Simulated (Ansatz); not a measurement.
# Stress against strain in Se

```
CELL_PARAMETERS angstrom
5.68100 3.27993 1.47633
-5.68100 3.27993 1.47633
0.00000 -6.55985 1.47633
ATOMIC_POSITIONS crystal
Se 0.28066 0.16251 0.91818
Se 0.91818 0.28066 0.16251
Se 0.16251 0.91818 0.28066
Se 0.71934 0.83749 0.08182
Se 0.08182 0.71934 0.83749
Se 0.83749 0.08182 0.71934
```

Atoms are numbered in the order listed.

The cell is COD entry 9013138, as deposited and not checked against the literature; nothing was relaxed.

Method: DFT, PBEsol, all-electron LAPW, scalar-relativistic (Ansatz 0.2.0).

Numerical set-up: a Γ-centred 6×6×6 k mesh, Fermi–Dirac smearing of 0.01 eV, basis error target 1 meV/atom, no spin polarisation.

The strain is applied along the Cartesian axes of the cell as listed (the other components stay zero). Fractional coordinates are held (clamped ions).

σ is the change of stress from the unstrained cell, which is at 0.10 GPa; tension is positive, so slopes are stress–strain coefficients at that pressure.

Only quantities that a quadratic follows smoothly over the whole series are listed; rougher ones are left out.

```tsv
εxx = εyy	σzz (GPa)	σxx (GPa)
-0.0300	-2.48	-5.63
-0.0100	-0.72	-1.69
0.0000	0.00	0.00
0.0100	0.63	1.53
0.0200	1.19	2.90
0.0300	1.67	4.14
```

Fit the series and read off the stiffness at zero strain.

Least-squares fits y = p0 + p1 x + p2 x² to the rows give σzz (GPa): p1 = 68.9, p2 = -450; σxx (GPa): p1 = 162, p2 = -830. So C13 + C23 = 69 GPa and C11 + C12 = 162 GPa, for these axes.

One run, at εxx = εyy = -0.0200, is withheld. Predict its row.

The fits give -1.56, -3.58; the run gave -1.54, -3.56.
